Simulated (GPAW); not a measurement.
# AlN (P6_3mc) in GPAW: single point with PBE

Aim: the single point of AlN with PBE.

Program: GPAW 26.7.0. These are calculated values, not measurements. Logs are shortened: lines on timing, memory, paths and dates and some standing lists are left out, and cuts for length are marked. The log counts tension as positive stress, the text compression.

**What was measured.**

From “Structural and optical properties of self-assembled AlN nanowires grown on SiO2/Si substrates by molecular beam epitaxy”, 2024, arxiv:2402.00216, for a bulk crystal of AlN at 0 K: band gap 6.0343 eV (an exciton energy, a little under the gap).

How close the calculation comes is told below.

## (1) Starting point

The structure is hexagonal, space group P6_3mc (No. 186). The conventional cell has a = 3.113 Å, b = 3.113 Å, c = 4.981 Å, α = 90.00°, β = 90.00°, γ = 120.00°. Al (site symmetry 3m) has 4 N at 1.89 Å as nearest neighbours. Around N (site symmetry 3m) lie 4 Al at 1.89 Å.

## (2) Single point, PBE

Contents of run.py:

```python
from ase import Atoms
from ase.dft.bandgap import bandgap
from ase.io import write
from ase.units import GPa
from gpaw import GPAW, PW

atoms = Atoms(['Al', 'Al', 'N', 'N'],
              cell=[[3.113, 0.0, 0.0],
                    [-1.5565, 2.695937082, 0.0],
                    [0.0, 0.0, 4.981]],
              scaled_positions=[[0.6666666667, 0.3333333333, 0.5],
                                [0.3333333333, 0.6666666667, 0.0],
                                [0.6666666667, 0.3333333333, 0.88],
                                [0.3333333333, 0.6666666667, 0.38]],
              pbc=True)

calc = GPAW(mode=PW(600),
            xc='PBE',
            kpts={'size': (8, 8, 5), 'gamma': True},
            occupations={'name': 'fermi-dirac', 'width': 0.05},
            nbands=18,
            convergence={'density': 1e-05, 'energy': 1e-05},
            maxiter=80,
            txt='gpaw.txt')
atoms.calc = calc
energy = atoms.get_potential_energy()
forces = atoms.get_forces()
stress = atoms.get_stress()
calc.write('gs.gpw')
write('result.traj', atoms)
print(f'Energy: {energy:.6f} eV')
print('Forces (eV/A):')
print(forces.round(4))
print('Stress (GPa):', (stress / GPa).round(3))
print('Fermi level:', round(calc.get_fermi_level(), 4), 'eV')
print(f'Gap: {bandgap(calc)[0]:.4f} eV, direct: {bandgap(calc, direct=True)[0]:.4f} eV')
```

Potentials or basis: GPAW PAW data sets (gpaw-data 1.2.1), pw.

The run is started by

```console
> OMP_NUM_THREADS=1 python run.py
```

gpaw.txt:

```text
__  _  _
 | _ |_)|_||  |
 |__||  | ||/\| - 26.7.0

Input parameters:
  mode=PW(ecut=600.0),
  convergence={'density': 1e-05, 'energy': 1e-05},
  kpts=MonkhorstPack(size=(8, 8, 5), gamma=True),
  maxiter=80,
  nbands=18,
  occupations=Occupations(name='fermi-dirac', width=0.05),
  xc=XC(name='PBE')

Diagonalizing LCAO Hamiltonian
Converting LCAO to pw mode

           N

           Al
        N

        Al

Atoms  # Å, Bohr magnetons
|   | symbol |         x |        y |        z |    initial magnetic moments |
|---|--------|-----------|----------|----------|-----------------------------|
| 0 |     Al |  1.556500 | 0.898646 | 2.490500 | ( 0.0000,  0.0000,  0.0000) |
| 1 |     Al | -0.000000 | 1.797291 | 0.000000 | ( 0.0000,  0.0000,  0.0000) |
| 2 |      N |  1.556500 | 0.898646 | 4.383280 | ( 0.0000,  0.0000,  0.0000) |
| 3 |      N | -0.000000 | 1.797291 | 1.892780 | ( 0.0000,  0.0000,  0.0000) |

Unit cell  # Å
| periodic |         x |        y |        z |  lengths |     angles |
|----------|-----------|----------|----------|----------|------------|
|      yes |  3.113000 | 0.000000 | 0.000000 | 3.113000 |  90.000000 |
|      yes | -1.556500 | 2.695937 | 0.000000 | 3.113000 |  90.000000 |
|      yes |  0.000000 | 0.000000 | 4.981000 | 4.981000 | 120.000000 |

Number of symmetries: 6
Symmetry operations  # r_c * U_cc + t_c -> r_c
|   | kind |            matrix            |
|---|------|------------------------------|
| 0 |  σ   |  1, 1, 0,  0,-1, 0,  0, 0, 1 |
| 1 |  E   |  1, 0, 0,  0, 1, 0,  0, 0, 1 |
| 2 |  C3  |  0, 1, 0, -1,-1, 0,  0, 0, 1 |
| 3 |  σ   |  0,-1, 0, -1, 0, 0,  0, 0, 1 |
| 4 |  σ   | -1, 0, 0,  1, 1, 0,  0, 0, 1 |
| 5 |  C3  | -1,-1, 0,  1, 0, 0,  0, 0, 1 |

BZ-sampling:
  Number of BZ points: 320
  Number of IBZ points: 40

  Monkhorst-Pack size: [8, 8, 5]
  Monkhorst-Pack shift: [0.0625, 0.0625, 0.0]

K-points  # in reciprocal-cell coordinates
|     |                                coordinates |     weight |
|-----|--------------------------------------------|------------|
|   0 | (  0.00000000,   0.00000000,   0.00000000) | 0.00312500 |
|   1 | (  0.00000000,   0.00000000,   0.20000000) | 0.00625000 |
|   2 | (  0.00000000,   0.00000000,   0.40000000) | 0.00625000 |
|   3 | (  0.12500000,   0.00000000,  -0.40000000) | 0.01875000 |
|   4 | (  0.12500000,   0.00000000,  -0.20000000) | 0.01875000 |
|   5 | (  0.12500000,   0.00000000,   0.00000000) | 0.01875000 |
|   6 | (  0.12500000,   0.00000000,   0.20000000) | 0.01875000 |
|   7 | (  0.12500000,   0.00000000,   0.40000000) | 0.01875000 |
|   8 | (  0.25000000,  -0.12500000,   0.00000000) | 0.01875000 |
|   9 | (  0.25000000,  -0.12500000,   0.20000000) | 0.03750000 |
| ... |                                            |            |
|  39 | (  0.50000000,   0.50000000,   0.40000000) | 0.01875000 |

Plane wave coefficients: 1418
Cutoff: 600.0 eV

Spin-components: 1 (collinear spins)
Bands:           18
Projectors:      20
Spin-degeneracy: 2
Datatype:        complex128

Density:
  Valence electrons: 16.0
  Components: 1
  Grid points: [18 18 30]
  Charge: 0.0  # |e|

Potential:
  Grid points: [18 18 30]

species:
  Al:
    name:    Aluminium
    Z:       13.0
    valence: 3
    core:    10
    charge:  0.0  # [|e|]
    compensation charges:
      type: gauss
      rc: 0.34  # [Å]
      lmax: 2
    cutoffs:
      filter: 1.91  # [Å]
      core: 2.36  # [Å]
    projectors
    | kind |    occ | energy [eV] | rcut [Å] |
    |------|--------|-------------|----------|
    |   3s |  2.000 |      -7.753 |    1.085 |
    |   3p |  1.000 |      -2.712 |    1.085 |
    |    s |        |      19.459 |    1.085 |
    |    p |        |      24.499 |    1.085 |
    |    d |        |       0.000 |    1.085 |

    Using partial waves for Al as LCAO basis

  N:
    name:    Nitrogen
    Z:       7.0
    valence: 5
    core:    2
    charge:  0.0  # [|e|]
    compensation charges:
      type: gauss
      rc: 0.18  # [Å]
      lmax: 2
    cutoffs:
      filter: 1.11  # [Å]
      core: 0.96  # [Å]
    projectors
    | kind |    occ | energy [eV] | rcut [Å] |
    |------|--------|-------------|----------|
    |   2s |  2.000 |     -18.583 |    0.603 |
    |   2p |  3.000 |      -7.089 |    0.529 |
    |    s |        |       8.629 |    0.603 |
    |    p |        |      20.123 |    0.529 |
    |    d |        |       0.000 |    0.577 |

    Using partial waves for N as LCAO basis

Reference energy: -16170.289538  # eV

eigensolver:
  PPCG
  Converge bands: occupied
  niter=2

density mixing:
  MSR1-Mixer
  Pratt-step length: 0.05
  Maximum mixing coefficient: 0.75
  Old densities: 10
  SVD Regularization: 0.005
  Good broyden scale: 1.0
  Trust region scale: 1.0
  Backstep threshold: 4.0
  History deletion threshold: 6.0
  Fourier metric: weight=20.0, sigma=0.015

occupation numbers:
  Fermi-Dirac:
    width: 0.0500  # eV

poisson solver:
  ecut: 4800.0  # eV

xc functional:
  name: PBE with 2 nearest neighbor stencil

convergence criteria:
- Maximum integral of absolute [dens]ity change: 1e-05 electrons / valence electron
- Maximum [total energy] change in last 3 cyles: 1e-05 eV / valence electron
- Maximum integral of absolute [eigenst]ate change: 4e-08 eV^2 / valence electron
maximum number of iterations: 80

SCF iterations
|iter     | |      energy | eigst |  dens |
|---------|-|-------------|-------|-------|
|iter:   1| |  -33.297803 | -0.28 |       |
|iter:   2| |  -32.278891 | -2.07 | -0.55 |
|iter:   3| |  -29.333775 | -0.76 | -0.60 |
|iter:   4| |  -29.356800 | -2.90 | -1.24 |
|iter:   5| |  -29.369515 | -3.42 | -1.54 |
|iter:   6| |  -29.369618 | -5.26 | -2.75 |
|iter:   7| |  -29.369640c| -6.39 | -3.14 |
|iter:   8| |  -29.369640c| -7.90c| -4.32 |
|iter:   9| |  -29.369640c| -7.59c| -4.59 |
|iter:  10| |  -29.369640c| -8.26c| -4.95 |
|iter:  11| |  -29.369640c| -9.57c| -5.82c|

Converged in 11 steps
Energy contributions relative to reference atoms: (reference = -16170.289538)

Energy contributions:
  Kinetic:          32.379205
  Coulomb:         -27.318297
  Zero:             -0.036108
  External:          0.000000
  Xc:              -34.394440
  Entropy:          -0.000000
  Spinorbit:         0.000000
  ----------------------------
  Free energy:     -29.369640
  Extrapolated:    -29.369640

dipole moment: (-0.000000, -0.000001, -6.829182)  # |e|*Ang

Fermi level: 7.090
Eigenvalues  # (at kpt = [0.000, 0.000, 0.000])
| band index |      eig [eV] | occ [0-2] |
|------------|---------------|-----------|
|          0 |        -9.046 |     2.000 |
|          1 |        -6.900 |     2.000 |
|          2 |         0.156 |     2.000 |
|          3 |         5.313 |     2.000 |
|          4 |         5.313 |     2.000 |
|          5 |         5.964 |     2.000 |
[... 8 lines left out ...]
|         14 |        19.301 |     0.000 |
|         15 |        19.302 |     0.000 |
|        ... |               |           |
|         17 |        20.967 |     0.000 |

Gap: 4.199 eV
Transition (v -> c):
  (s=0, k=0, n=7, [0.00, 0.00, 0.00]) -> (s=0, k=0, n=8, [0.00, 0.00, 0.00])
No difference between direct/indirect transitions

Forces  # eV/Ang
|        x |        y |        z |
|----------|----------|----------|
|  0.00000 |  0.00000 | -0.13274 |  # Al   0
| -0.00000 |  0.00000 | -0.13272 |  # Al   1
| -0.00000 | -0.00000 |  0.13292 |  # N    2
|  0.00000 |  0.00000 |  0.13290 |  # N    3

Stress tensor  # eV/Ang^3
|        x |        y |        z |
|----------|----------|----------|
| 0.013307 | 0.000000 | 0.000000 |
| 0.000000 | 0.013307 | 0.000000 |
| 0.000000 | 0.000000 | 0.003622 |

# Writing to gs.gpw (mode='')
```

Wall time 22 s (1 thread of Arm Neoverse V1, shared host); peak memory 0.16 GiB.

Results:

| Item | Value |
| --- | --- |
| Free energy | -29.3696 eV |
| Pressure | -1.6 GPa |
| Largest force | 0.133 eV/Å |
| Band gap on the k mesh | 4.20 eV, direct |

Forces on the atoms (eV/Å):
```
Al   0.000  0.000 -0.133
Al   0.000  0.000 -0.133
N    0.000  0.000  0.133
N    0.000  0.000  0.133
```

Caveat: the cutoff is short for stress and forces, so pressures can be off by a GPa or more.

## (3) How close it comes

Step 2. A measured gap of AlN is 6.0343 eV (an exciton energy, a little under the gap; 0 K; quoted in “Structural and optical properties of self-assembled AlN nanowires grown on SiO2/Si substrates by molecular beam epitaxy”, 2024, arxiv:2402.00216); the calculated 4.20 eV misses it by -1.84 eV. 2 values of this kind are on record (6.034 to 6.0343 eV); this one was drawn at random. The value is that of PBE, without temperature or zero-point motion. Semilocal functionals fall short of measured gaps as a rule.
